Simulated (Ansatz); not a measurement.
**CaO (NiAs type): independent-particle optics**

Aim: the dielectric function of CaO (NiAs type) in the independent-particle picture, and how it depends on the functional and on the gap. The runs, in order: HSE06 for the gap; optics with PBE on 12×12×4; optics with r2SCAN on 12×12×4; optics with LDA on 12×12×4; optics with PBE and scissors to the HSE06 gap on 12×12×4.

Computed with Ansatz 0.2.0 (plane waves, PAW; no local fields, no excitons, unless a step's input says otherwise).

1 further run of the same task is left out (it didn't finish).

## Step 1: Starting point

It takes space group P6_3/mmc (No. 194, hexagonal). Conventional cell: a = 3.320 Å, b = 3.320 Å, c = 5.814 Å, α = 90.00°, β = 90.00°, γ = 120.00°. Ca (site symmetry -3m) is surrounded by 6 O at 2.41 Å. Around O (site symmetry -6m2) lie 6 Ca at 2.41 Å.

As a file:

```xyz
4
Lattice="3.3199 0.0000 0.0000 -1.6600 2.8751 0.0000 0.0000 0.0000 5.8143" Properties=species:S:1:pos:R:3 pbc="T T T"
Ca    0.0000    0.0000    0.0000
Ca    0.0000    0.0000    2.9072
O     0.0000    1.9168    1.4536
O     1.6600    0.9584    4.3607
```

The cell was relaxed beforehand with r2SCAN; those runs aren't shown.

## Step 2: A hybrid for the gap

input.yaml reads:

```yaml
crystal:
  lattice:
    - [3.3199366349, 0.0, 0.0]
    - [-1.6599683174, 2.8751494647, 0.0]
    - [0.0, 0.0, 5.8143085363]
  atoms:
    - { symbol: Ca, position: [0.0, 0.0, 0.0] }
    - { symbol: Ca, position: [0.0, 0.0, 0.5] }
    - { symbol: O, position: [0.3333333333, 0.6666666667, 0.25] }
    - { symbol: O, position: [0.6666666667, 0.3333333333, 0.75] }
kpoints:
  mp_grid: { grid: [6, 6, 4] }
  band_path:
    path:
      - [0.0, 0.0, 0.0]
      - [0.5, 0.0, 0.0]
      - [0.3333333333, 0.3333333333, 0.0]
      - [0.0, 0.0, 0.5]
      - [0.5, 0.0, 0.5]
      - [0.3333333333, 0.3333333333, 0.5]
    npoints: 1
hamiltonian:
  xc: hse06
scf:
  occupations: { method: fixed }
  n_extra_bands: 5
output:
  forces: true
  stress: true
  eigenvalues: true
  write_density: true
  write_potential: true
  elf: true
  volumetric_format: npy
```

Command:

```sh
$ ansatz run input.yaml --threads 4 --pin off --max-ram 3686MiB --backend cpu --events-out ev --progress --plain --runs-dir out
```

The runs that follow: Optics, PBE; Optics, r2SCAN; Optics, LDA; Optics, PBE with a scissors shift.

Before running them: what should the planned runs give, taken together? Wanted: ε∞, PBE; ε∞, r2SCAN; ε∞, LDA; tallest peak of ε₂, PBE; tallest peak of ε₂, r2SCAN; tallest peak of ε₂, LDA; HSE06 direct gap.

The runs gave:

| quantity | value |
| --- | --- |
| ε∞, PBE | 3.88 (xx, yy), 4.04 (zz) |
| ε∞, r2SCAN | 3.52 (xx, yy), 3.67 (zz) |
| ε∞, LDA | 4.00 (xx, yy), 4.17 (zz) |
| ε∞, PBE + 1.72 eV scissors | 3.42 (xx, yy), 3.55 (zz) |
| tallest peak of ε₂, PBE | 6.8 at 9.25 eV |
| tallest peak of ε₂, r2SCAN | 6.3 at 9.95 eV |
| tallest peak of ε₂, LDA | 6.8 at 9.20 eV |
| tallest peak of ε₂, PBE + 1.72 eV scissors | 6.8 at 10.95 eV |
| HSE06 direct gap | 5.56 eV |

**Reading.** PBE + 1.72 eV scissors has the widest direct gap (5.56 eV) and LDA the narrowest (3.68 eV); ε∞ is 3.46 and 4.06 (mean of the axes): a wider gap screens less. The response is anisotropic: with PBE ε∞ is 3.88 (xx, yy), 4.04 (zz). Local fields and excitons are left out: both change ε∞, and without excitons the onset lacks its lines.
